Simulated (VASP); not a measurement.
# Sb (Im-3m) in VASP: a series of runs

One crystal, Sb, is run at these levels: r2SCAN; tasks: equation of state.

All numbers are computed with VASP 6.6.1; they aren't measurements. Logs are shortened: lines on timing, memory, paths and dates and some standing lists are left out, and cuts for length are marked.

### 1 The structure

The structure is cubic, space group Im-3m (No. 229). Conventional cell: a = 3.767 Å, b = 3.767 Å, c = 3.767 Å, α = 90.00°, β = 90.00°, γ = 90.00°. Around Sb (site symmetry m-3m) lie 8 Sb at 3.26 Å.

This isn't the form of Sb at room conditions, which is rhombohedral.

### 2 Equation of state, r2SCAN, 25.66 Å³/atom (a relaxed cell with its volume scaled by 0.96)

Input file INCAR:

```
SYSTEM = Sb
  PREC = Accurate
  ENCUT = 520
  EDIFF = 1E-6
  ISMEAR = -1
  SIGMA = 0.05
  LREAL = .False.
  LASPH = .True.
  NELM = 60
  ALGO = Normal
  ISIF = 2
  LWAVE = .False.
  LCHARG = .False.
  METAGGA = R2SCAN
  LMIXTAU = .True.
```

Input file KPOINTS:

```
regular mesh
0
Gamma
  8 8 8
  0 0 0
```

Input file POSCAR:

```
Sb                                      
1.0
   -1.8580426907      1.8580426907      1.8580426907
    1.8580426907     -1.8580426907      1.8580426907
    1.8580426907      1.8580426907     -1.8580426907
  Sb            
     1
Direct
     0.0000000000000000    0.0000000000000000    0.0000000000000000
```

Potentials or basis: VASP PAW PBE potentials, release 64 (Sb).

On the command line:

```bash
$ cat potpaw_PBE.64/Sb/POTCAR > POTCAR
$ mpirun -np 1 vasp_std > vasp.out
```

OUTCAR:

```text
SYSTEM = Sb
   PREC = Accurate
   ENCUT = 520
   EDIFF = 1E-6
   ISMEAR = -1
   LREAL = .False.
   LASPH = .True.
   NELM = 60
   ISIF = 2
   METAGGA = R2SCAN

 ion  position               nearest neighbor table
   1  0.000  0.000  0.000-

  LATTYP: Found a body centered cubic cell.
 ALAT       =     3.7160853814

  Lattice vectors:

 A1 = (  -1.8580426907,   1.8580426907,   1.8580426907)
 A2 = (   1.8580426907,  -1.8580426907,   1.8580426907)
 A3 = (   1.8580426907,   1.8580426907,  -1.8580426907)

Analysis of symmetry for initial positions (statically):
=====================================================================
 Subroutine PRICEL returns:
 Original cell was already a primitive cell.

 Routine SETGRP: Setting up the symmetry group for a
 body centered cubic supercell.

 Subroutine GETGRP returns: Found 48 space group operations
 (whereof 48 operations were pure point group operations)
 out of a pool of 48 trial point group operations.

The static configuration has the point symmetry O_h .

Analysis of symmetry for dynamics (positions and initial velocities):
=====================================================================
 Subroutine PRICEL returns:
 Original cell was already a primitive cell.

 Routine SETGRP: Setting up the symmetry group for a
 body centered cubic supercell.

 Subroutine GETGRP returns: Found 48 space group operations
 (whereof 48 operations were pure point group operations)
 out of a pool of 48 trial point group operations.

The dynamic configuration has the point symmetry O_h .

 Subroutine INISYM returns: Found 48 space group operations
 (whereof 48 operations are pure point group operations),
 and found     1 'primitive' translations

----------------------------------------------------------------------------------------

                                     Primitive cell

  volume of cell :      25.6583

  direct lattice vectors                    reciprocal lattice vectors
    -1.858042691  1.858042691  1.858042691     0.000000000  0.269100383  0.269100383
     1.858042691 -1.858042691  1.858042691     0.269100383  0.000000000  0.269100383
     1.858042691  1.858042691 -1.858042691     0.269100383  0.269100383  0.000000000

  length of vectors
     3.218224343  3.218224343  3.218224343     0.380565412  0.380565412  0.380565412

  position of ions in fractional coordinates (direct lattice)
     0.000000000  0.000000000  0.000000000

  ion indices of the primitive-cell ions
   primitive index   ion index
                 1           1

----------------------------------------------------------------------------------------

 KPOINTS: regular mesh

Automatic generation of k-mesh.
 Grid dimensions read from file:
 generate k-points for:    8    8    8

 Generating k-lattice:

  Cartesian coordinates                     Fractional coordinates (reciprocal lattice)
     0.000000000  0.033637548  0.033637548     0.125000000  0.000000000  0.000000000
     0.033637548  0.000000000  0.033637548     0.000000000  0.125000000  0.000000000
     0.033637548  0.033637548  0.000000000     0.000000000  0.000000000  0.125000000

  Length of vectors
     0.047570676  0.047570676  0.047570676

  Shift w.r.t. Gamma in fractional coordinates (k-lattice)
     0.000000000  0.000000000  0.000000000

 Subroutine IBZKPT returns following result:
 ===========================================

 Found     29 irreducible k-points:

 Following reciprocal coordinates:
            Coordinates               Weight
  0.000000  0.000000  0.000000      1.000000
  0.125000  0.000000  0.000000     12.000000
  0.250000  0.000000  0.000000     12.000000
  0.375000  0.000000  0.000000     12.000000
  0.500000  0.000000  0.000000      6.000000
  0.125000  0.125000  0.000000     24.000000
[... 16 lines left out ...]
 -0.250000  0.250000  0.250000      6.000000
 -0.375000  0.375000  0.250000     24.000000
 [... further k-points ...]
   k-points           NKPTS =     29   k-points in BZ     NKDIM =     29   number of bands    NBANDS=      6
   number of dos      NEDOS =    301   number of ions     NIONS =      1
   total plane-waves  NPLWV =  13824
   dimension x,y,z NGX =    24 NGY =   24 NGZ =   24
   dimension x,y,z NGXF=    48 NGYF=   48 NGZF=   48
   ions per type =               1
   NGX,Y,Z   is equivalent  to a cutoff of  12.40, 12.40, 12.40 a.u.
   NGXF,Y,Z  is equivalent  to a cutoff of  24.80, 24.80, 24.80 a.u.
 SYSTEM =  Sb
   PREC   = accura    normal or accurate (medium, high low for compatibility)
   ISTART =      0    job   : 0-new  1-cont  2-samecut
   ICHARG =      2    charge: 1-file 2-atom 10-const
   ISPIN  =      1    spin polarized calculation?
   LNONCOLLINEAR =      F non collinear calculations
   LSORBIT =      F    spin-orbit coupling
   LASPH  =      T    aspherical Exc in radial PAW
   ENCUT  =  520.0 eV  38.22 Ry    6.18 a.u.   5.98  5.98  5.98*2*pi/ulx,y,z
   NELM   =     60;   NELMIN=  2; NELMDL= -5     # of ELM steps
   EDIFF  = 0.1E-05   stopping-criterion for ELM
   LREAL  =      F    real-space projection
   EDIFFG = 0.1E-04   stopping-criterion for IOM
   NSW    =      0    number of steps for IOM
   IBRION =     -1    ionic relax: 0-MD 1-quasi-New 2-CG
   NFREE  =      0    steps in history (QN), initial steepest desc. (CG)
   ISIF   =      2    stress and relaxation
   ISYM   =      2    0-nonsym 1-usesym 2-fastsym
   POTIM  = 0.5000    time-step for ionic-motion
   TEBEG  =    0.0;   TEEND  =   0.0 temperature during run
   PSTRESS=    0.0 pullay stress
   NELECT =       5.0000    total number of electrons
   NUPDOWN=      -1.0000    fix difference up-down
   EMIN   =  10.00;   EMAX   =-10.00  energy-range for DOS
   EFERMI =   0.00;   METHOD = LEGACY
   ISMEAR =    -1;   SIGMA  =   0.05  broadening in eV -4-tet -1-fermi 0-gaus
   EFERMI_NEDOS =   21; number of points for ismear=-14 and -15
   IALGO  =     38    algorithm
   IMIX   =      4    mixing-type and parameters
     AMIX     =   0.40;   BMIX     =  1.00
     AMIX_MAG =   1.60;   BMIX_MAG =  1.00
  volume/ion in A,a.u.               =      25.66       173.15
  Fermi-wavevector in a.u.,A,eV,Ry     =   0.949123  1.793582 12.256596  0.900834
  Thomas-Fermi vector in A             =   2.077376
   LORBIT       =      0    0 simple, 1 ext, 2 COOP (PROOUT), +10 PAW based schemes
   METAGGA = R2SCAN    functional components
   LHFCALC =     F    Hartree Fock is set to
   AEXX    =    0.0000 exact exchange contribution
   IVDW    =     0    specifies the selected vdW correction
   LEPSILON=     F    determine dielectric tensor
   LRPA    =     F    only Hartree local field effects (RPA)
 non-spin polarized calculation
  energy-cutoff  :      520.00
  volume of cell :       25.66
 maximum number of plane-waves:       703
   NGX = 11   NGY = 11   NGZ = 11

 number of electron       4.9999999 magnetization

 Free energy of the ion-electron system (eV)
  ---------------------------------------------------
  ext. energy  EPLUGINS =         0.00000000
  ---------------------------------------------------
  free energy    TOTEN  =       -25.32129774 eV

  energy without entropy =      -25.31769102  energy(sigma->0) =      -25.31949438

 E-fermi :   9.0052     XC(G=0): -11.0094

 val. band max:        8.9773317421   @ k =  -0.2500   0.2500   0.1250
 cond. band min:       9.3283164520   @ k =  -0.2500   0.2500   0.2500
 fundamental gap:      0.3509847099
 Fermi energy:         9.0051836712

 k-point     1 :       0.0000    0.0000    0.0000
  band No.  band energies     occupation
      1      -4.8320      2.00000
      2      15.2205      0.00000
      3      15.2205      0.00000
      4      15.2205      0.00000
      5      20.1774      0.00000
      6      20.1774      0.00000

 k-point     2 :       0.1250    0.0000    0.0000
  band No.  band energies     occupation
      1      -4.4701      2.00000
      2      12.8120      0.00000
      3      14.1187      0.00000
      4      14.9149      0.00000
      5      18.8092      0.00000
      6      18.8529      0.00000

 k-point     3 :       0.2500    0.0000    0.0000
  band No.  band energies     occupation
      1      -3.3947      2.00000
      2       8.7465      1.98874
      3      12.4395      0.00000
      4      14.1799      0.00000
      5      17.3647      0.00000
      6      17.4454      0.00000

 k-point     4 :       0.3750    0.0000    0.0000
  band No.  band energies     occupation
      1      -1.6832      2.00000
      2       5.0000      2.00000
      3      11.2565      0.00000
      4      13.5059      0.00000
      5      16.4980      0.00000
      6      16.6166      0.00000

 k-point     5 :       0.5000    0.0000    0.0000
  band No.  band energies     occupation
      1      -0.2128      2.00000
      2       2.8262      2.00000
      3      10.8406      0.00000
      4      13.2474      0.00000
      5      16.2156      0.00000
      6      16.3403      0.00000

 k-point     6 :       0.1250    0.1250    0.0000
  band No.  band energies     occupation
      1      -3.7509      2.00000
      2      10.3105      0.00000
      3      12.1628      0.00000
      4      13.8276      0.00000
      5      18.2285      0.00000
      6      18.8533      0.00000

 k-point     7 :       0.2500    0.1250    0.0000
  band No.  band energies     occupation
      1      -2.3460      2.00000
      2       6.8894      2.00000
      3      10.2207      0.00000
      4      12.8671      0.00000
      5      17.4789      0.00000
      6      19.0236      0.00000

 k-point     8 :       0.3750    0.1250    0.0000
  band No.  band energies     occupation
      1      -0.5057      2.00000
      2       3.7835      2.00000
      3       9.3323      0.00288
      4      12.3104      0.00000
      5      16.9660      0.00000
      6      18.9811      0.00000
[... 91 lines left out ...]
 k-point    19 :       0.5000    0.5000    0.1250
  band No.  band energies     occupation
      1       0.1144      2.00000
      2       3.1884      2.00000
      3       9.8116      0.00000
      4      11.8661      0.00000
      5      17.5871      0.00000
      6      17.8797      0.00000

 k-point    20 :      -0.3750    0.5000    0.1250
  band No.  band energies     occupation
      1       0.1412      2.00000
      2       4.4365      2.00000
      3       7.5109      2.00000
      4      12.3549      0.00000
      5      16.9326      0.00000
      6      18.1794      0.00000

 k-point    21 :      -0.3750   -0.3750    0.1250
  band No.  band energies     occupation
      1       1.0850      2.00000
      2       5.0121      2.00000
      3       5.0121      2.00000
      4      12.8188      0.00000
      5      17.8075      0.00000
      6      17.8075      0.00000

 k-point    22 :       0.2500    0.2500    0.2500
  band No.  band energies     occupation
      1       0.9677      2.00000
      2       5.9479      2.00000
      3       5.9479      2.00000
      4       5.9479      2.00000
      5      25.1699      0.00000
      6      25.1699      0.00000

 k-point    23 :      -0.2500    0.2500    0.2500
  band No.  band energies     occupation
      1      -1.9785      2.00000
      2       9.3283      0.00312
      3       9.7437      0.00000
      4       9.7437      0.00000
      5      14.7332      0.00000
      6      22.0513      0.00000

 k-point    24 :      -0.3750    0.3750    0.2500
  band No.  band energies     occupation
      1      -0.3107      2.00000
      2       6.2253      2.00000
      3       8.6159      1.99917
      4       9.9009      0.00000
      5      14.5850      0.00000
      6      19.2639      0.00000

 [... further k-points ...]

------------------------ aborting loop because EDIFF is reached ----------------------------------------

  FORCE on cell =-STRESS in cart. coord.  units (eV):
  Direction    XX          YY          ZZ          XY          YZ          ZX
  --------------------------------------------------------------------------------------
  -------------------------------------------------------------------------------------
  Total        0.4714340      0.4714340      0.4714340      0.0000000      0.0000000     -0.0000000
  in kB       29.4377364     29.4377364     29.4377364      0.0000000      0.0000000     -0.0000000
  external PRESSURE =      29.4377364 kB  Pullay stress =       0.0000000 kB

 VOLUME and BASIS-vectors are now :
 -----------------------------------------------------------------------------
  energy-cutoff  :      520.00
  volume of cell :       25.66
      direct lattice vectors                 reciprocal lattice vectors
    -1.858042691  1.858042691  1.858042691     0.000000000  0.269100383  0.269100383
     1.858042691 -1.858042691  1.858042691     0.269100383  0.000000000  0.269100383
     1.858042691  1.858042691 -1.858042691     0.269100383  0.269100383  0.000000000

 POSITION                                       TOTAL-FORCE (eV/Angst)
 -----------------------------------------------------------------------------------
      0.00000      0.00000      0.00000        -0.000000     -0.000000     -0.000000
 -----------------------------------------------------------------------------------
    total drift:                               -0.000000      0.000000     -0.000000

  FREE ENERGIE OF THE ION-ELECTRON SYSTEM (eV)
  ---------------------------------------------------
  free  energy   TOTEN  =       -25.3212977408 eV

  energy  without entropy=      -25.3176910171  energy(sigma->0) =      -25.31949438
```

Run time: 13 s. Hardware: 1 thread of Intel Xeon Platinum 8488C (Sapphire Rapids), shared host; peak memory 0.14 GiB.

What came out:

```yaml
Free_energy: -25.3213 eV
Pressure: 2.9 GPa
Band_gap_on_the_k_mesh: none (metal or under the smearing width)
```

Caveat: the PAW data sets were made with another functional, which shifts forces and pressure a little.

### 3 Equation of state, r2SCAN, 26.19 Å³/atom (a relaxed cell with its volume scaled by 0.98)

INCAR is that of step 2.

KPOINTS is that of step 2.

Input file POSCAR:

```
Sb                                      
1.0
   -1.8708571832      1.8708571832      1.8708571832
    1.8708571832     -1.8708571832      1.8708571832
    1.8708571832      1.8708571832     -1.8708571832
  Sb            
     1
Direct
     0.0000000000000000    0.0000000000000000    0.0000000000000000
```

Potentials or basis: VASP PAW PBE potentials, release 64 (Sb).

On the command line:

```bash
$ cat potpaw_PBE.64/Sb/POTCAR > POTCAR
$ mpirun -np 1 vasp_std > vasp.out
```

Wall time 16 s (1 thread of Intel Xeon Platinum 8488C (Sapphire Rapids), shared host); peak memory 0.14 GiB.

Results (log left out):

- Free energy: -25.3285 eV
- Pressure: 1.4 GPa
- Band gap on the k mesh: none (metal or under the smearing width)

Caveat: the PAW data sets were made with another functional, which shifts forces and pressure a little.

### 4 Equation of state, r2SCAN, 26.73 Å³/atom

INCAR is that of step 3.

KPOINTS is that of step 3.

Input file POSCAR:

```
Sb                                      
1.0
   -1.8834984936      1.8834984936      1.8834984936
    1.8834984936     -1.8834984936      1.8834984936
    1.8834984936      1.8834984936     -1.8834984936
  Sb            
     1
Direct
     0.0000000000000000    0.0000000000000000    0.0000000000000000
```

On the command line:

```bash
$ cat potpaw_PBE.64/Sb/POTCAR > POTCAR
$ mpirun -np 1 vasp_std > vasp.out
```

Wall time 18 s (1 thread of Intel Xeon Platinum 8488C (Sapphire Rapids), shared host); peak memory 0.14 GiB.

It converged, with:

```yaml
Free_energy: -25.3307 eV
Pressure: 0.0 GPa
Band_gap_on_the_k_mesh: none (metal or under the smearing width)
```

Caveat: the PAW data sets were made with another functional, which shifts forces and pressure a little.

### 5 Equation of state, r2SCAN, 27.26 Å³/atom (a relaxed cell with its volume scaled by 1.02)

INCAR is that of step 4.

KPOINTS is that of step 4.

Input file POSCAR:

```
Sb                                      
1.0
   -1.8959723571      1.8959723571      1.8959723571
    1.8959723571     -1.8959723571      1.8959723571
    1.8959723571      1.8959723571     -1.8959723571
  Sb            
     1
Direct
     0.0000000000000000    0.0000000000000000    0.0000000000000000
```

On the command line:

```bash
$ cat potpaw_PBE.64/Sb/POTCAR > POTCAR
$ mpirun -np 1 vasp_std > vasp.out
```

It took 13 s on 1 thread of Intel Xeon Platinum 8488C (Sapphire Rapids), shared host; peak memory 0.14 GiB.

It converged, with:

```yaml
Free_energy: -25.3287 eV
Pressure: -1.2 GPa
Band_gap_on_the_k_mesh: none (metal or under the smearing width)
```

Caveat: the PAW data sets were made with another functional, which shifts forces and pressure a little.

### 6 Equation of state, r2SCAN, 27.80 Å³/atom (a relaxed cell with its volume scaled by 1.04)

INCAR is that of step 5.

KPOINTS is that of step 5.

Input file POSCAR:

```
Sb                                      
1.0
   -1.9082842109      1.9082842109      1.9082842109
    1.9082842109     -1.9082842109      1.9082842109
    1.9082842109      1.9082842109     -1.9082842109
  Sb            
     1
Direct
     0.0000000000000000    0.0000000000000000    0.0000000000000000
```

Potentials or basis: VASP PAW PBE potentials, release 64 (Sb).

On the command line:

```bash
$ cat potpaw_PBE.64/Sb/POTCAR > POTCAR
$ mpirun -np 1 vasp_std > vasp.out
```

Run time: 21 s. Hardware: 1 thread of Intel Xeon Platinum 8488C (Sapphire Rapids), shared host; peak memory 0.16 GiB.

It converged, with:

```yaml
Free_energy: -25.3230 eV
Pressure: -2.2 GPa
Band_gap_on_the_k_mesh: none (metal or under the smearing width)
```

Caveat: the PAW data sets were made with another functional, which shifts forces and pressure a little.

### 7 Equation of state, r2SCAN

This step only gathers the single runs of the series.

What came out:

```
Equilibrium volume                      : 26.73 Å³/atom
Bulk modulus                            : 64 GPa
Pressure derivative of the bulk modulus : 6.3 (rough: it moves with the points fitted)
```

Energy against volume, from the lowest point:
| volume (Å³/atom) | energy (meV/atom) |
| --- | --- |
| 25.658 | 9.40 |
| 26.193 | 2.25 |
| 26.727 | 0.00 |
| 27.262 | 2.01 |
| 27.796 | 7.69 |

Caveat: the PAW data sets were made with another functional, which shifts forces and pressure a little.

### 8 The reference run

An earlier run on the cell as given: functional PBE; potentials or basis VASP PAW PBE potentials, release 64 (Sb); cutoff 520 eV; k mesh 10 × 10 × 10; occupations fermi-dirac, width 0.05 eV; no spin polarisation.

- Pressure: 3.0 GPa
- Band gap on the k mesh: none (metal or under the smearing width)
